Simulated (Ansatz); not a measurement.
A plane-wave DFT run in Ansatz 0.2.0 (scalar-relativistic PAW potentials unless the input names others): input and command.

```yaml
crystal:
  lattice:
    - [0.0, 2.2120582687, 2.3082347151]
    - [2.2120582687, 0.0, 2.3082347151]
    - [2.2120582687, 2.2120582687, 0.0]
  atoms:
    - { symbol: B, position: [0.0, 0.0, 0.0] }
    - { symbol: As, position: [0.75, 0.75, 0.75] }
  symmetry: { detect: false }
basis:
  ecutwfc: "25.7 Ry"
kpoints:
  mp_grid: { grid: [10, 10, 10] }
hamiltonian:
  xc: pbe
scf:
  occupations: { method: gaussian, width: 0.05 }
  mixing: { algorithm: anderson, beta: 0.9 }
output:
  forces: true
  eigenvalues: true
  stress: true
```

```bash
ansatz run input.yaml --threads 2 --pin off --max-ram 5120MiB --backend cpu --events-out ev --progress --plain --runs-dir out
```

Abridged log:
```
Warning: basis.ecutwfc = 349.66631326 eV is below the records' recommended 420 eV, and the density's cutoff is lower with it unless basis.ecutrho_ratio is high enough to keep the records' density cutoff: compare with a run at a higher cutoff
Pseudopotentials: kind: paw
Pseudopotential: B, paw, valence charge 3, recommended cutoff 420 eV (normal)
Pseudopotential: As, paw, valence charge 15, recommended cutoff 420 eV (normal)
Functional definition: PBE
Crystal: 2 atoms, lattice volume = 22.589 Å³
Basis set: ecut = 349.66631326 eV, 331 PW (Γ), exchange–correlation on 40×40×40 points (8 copies of the dense FFT grid, shifted against one another)
Bands: 13, of which v1, the nominal top of the filled ones, is band 9 counted from 1 (8 counted from 0)
Symmetry: 1 space group operations
k-points: 504 of 1000 (time reversal used)
Initial density: superposition of atomic densities (neutral atoms: chi_scale 0, normalization atom), corrected by the library's trained network
Initial wavefunctions: pseudopotential atomic-orbital guess
Functional: x = pbe(κ = 0.804, μ = 0.21951497), c = pbe(β = 0.06672455)
SCF iter   1: F=—  HF=-5011.495373 eV  |F-HF|=—  |Δ(HF+E_count)|=         —  Δρ=2.06e-3  dr2=4.83e-4  ethr=1.77e-3  ⟨swp⟩=5.2  Hψ=37998  notcnv=0
SCF iter   2: F=—  HF=-5011.495656 eV  |F-HF|=—  |Δ(HF+E_count)|=   2.83e-4  Δρ=5.53e-4  dr2=6.09e-5  ethr=2.68e-6  ⟨swp⟩=2.6  Hψ=15031  notcnv=0  κ⁻¹=1.0e0(r=1)
SCF iter   3: F=—  HF=-5011.495632 eV  |F-HF|=—  |Δ(HF+E_count)|=   2.41e-5  Δρ=3.05e-4  dr2=2.68e-5  ethr=3.38e-7  ⟨swp⟩=2.0  Hψ=11088  notcnv=0  κ⁻¹=3.2e-1(r=2)
SCF iter   4: F=—  HF=-5011.495609 eV  |F-HF|=—  |Δ(HF+E_count)|=   2.29e-5  Δρ=5.97e-5  dr2=9.56e-7  ethr=1.49e-7  ⟨swp⟩=2.0  Hψ=11088  notcnv=0  κ⁻¹=2.4e-2(r=3)
SCF iter   5: F=—  HF=-5011.495609 eV  |F-HF|=—  |Δ(HF+E_count)|=   6.20e-9  Δρ=1.40e-5  dr2=4.32e-8  ethr=5.56e-10  ⟨swp⟩=3.0  Hψ=28993  notcnv=0  κ⁻¹=3.3e-4(r=4)
SCF iter   6: F=-5011.495609 eV  HF=-5011.495609 eV  |F-HF|=3.04e-10  |Δ(HF+E_count)|=   1.41e-7  Δρ=1.42e-6  dr2=3.24e-10  ethr=2.40e-10  ⟨swp⟩=4.8  Hψ=28086  notcnv=0
SCF 1 converged in 6 iterations: F = -5011.495609 eV  dr2 = 3.24e-10
SCF converged after 6 iterations
Stability not checked: this state was not tested for a lower state beside it, because the mixer in use, unlike msr1, does not test its closes by its own steps (another_mixer; see scf.mixing.algorithm and scf.lower_state_search)
Free energy (F): -5011.495609 eV
Harris-Foulkes:  -5011.495609 eV  (|F-HF|=3.04e-10)
Internal energy: -5011.495609 eV  (E = F + TS)
E sigma→0 (E₀):  -5011.495609 eV
Fermi energy:    14.855210 eV
--- Forces (eV/Å), atoms counted from 1 ---
  atom   1  B     -0.00000013     0.00000000    -0.00000005
  atom   2  As     0.00000001     0.00000000     0.00000000
--- Stress (GPa, compression-positive) ---
       45.084586       0.000000       0.000000
        0.000000      45.084586      -0.000001
        0.000000      -0.000001      34.276912
  P = ⅓ Tr σ = 41.4820 GPa (414.820 kbar)
```

Apart from outputs and empty bands, the input differs from a reference run on usual settings in scf.mixing.algorithm: not typed → "anderson"; scf.mixing.beta: not typed → 0.9; basis.ecutwfc: 420 → "25.7 Ry"; crystal.symmetry: not typed → {"detect": false}. The reference, at the same geometry (not necessarily relaxed), gave pressure 41.54 GPa, largest force 0.000 eV/Å, gap on the mesh 0.62 eV. This run converged in 6 SCF iterations (reference: 6) with an energy at zero smearing 9.36 meV/atom above the reference's, pressure 41.48 GPa, largest force 0.000 eV/Å, gap on the mesh 0.62 eV. Its cutoff is looser than usual, and the result moved.

It took 3.2 s on 2 threads of Intel(R) Xeon(R) 6975P-C (Granite Rapids), with other jobs on the host, peak memory 0.44 GiB.